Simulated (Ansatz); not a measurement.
## Cu: relaxation of cell and atoms with PBEsol

The system is Cu.

```
Cu
1.0
     2.53076    0.00000    0.00000
    -1.26538    2.19171    0.00000
     0.00000    0.00000    8.26182
Cu
4
Direct
  0.66667 0.33333 0.75000
  0.00000 0.00000 0.50000
  0.33333 0.66667 0.25000
  0.00000 0.00000 0.00000
```

This isn't the form of Cu at room conditions, which is fcc.

- Program: Ansatz 0.2.0
- Task: relaxation of cell and atoms
- Functional: PBEsol
- Potentials or basis: all-electron LAPW, scalar-relativistic
- Basis error allowed: 0.002 eV/atom
- k mesh: 12 × 12 × 4
- Occupations: fermi-dirac, width 0.05 eV
- Spin: no spin polarisation
- Target pressure: 20 GPa

| Quantity | Value |
| --- | --- |
| Relaxed volume | 10.30 Å³/atom |
| Relaxed cell | a = 2.445 Å, b = 2.445 Å, c = 7.963 Å, α = 90.00°, β = 90.00°, γ = 120.00° |
| Space group after relaxing (to 0.05 Å) | P6_3/mmc (No. 194) |
| Energy change on relaxing (the enthalpy is what falls) | +57.1 meV/atom |
| Ionic steps | 6 |
| Pressure after relaxing | 20.0 GPa |

Step by step:
| step | energy change (eV) | largest force (eV/Å) | volume (Å³) |
| --- | --- | --- | --- |
| 1 | 0.0000 | 0.0000 | 45.83 |
| 2 | 0.0795 | 0.0000 | 42.77 |
| 3 | 0.2703 | 0.0000 | 40.90 |
| 4 | 0.2260 | 0.0000 | 41.24 |
| 5 | 0.2286 | 0.0000 | 41.22 |
| 6 | 0.2286 | 0.0000 | 41.22 |

Final structure:
```
Cu
1.0
     2.44486    0.00000    0.00000
    -1.22243    2.11731    0.00000
     0.00000    0.00000    7.96252
Cu
4
Direct
  0.66667 0.33333 0.75000
  0.00000 0.00000 0.50000
  0.33333 0.66667 0.25000
  0.00000 0.00000 0.00000
```

Run time: 68 s on 2 threads of Arm Neoverse V2, with other jobs on the host, peak memory 0.55 GiB.
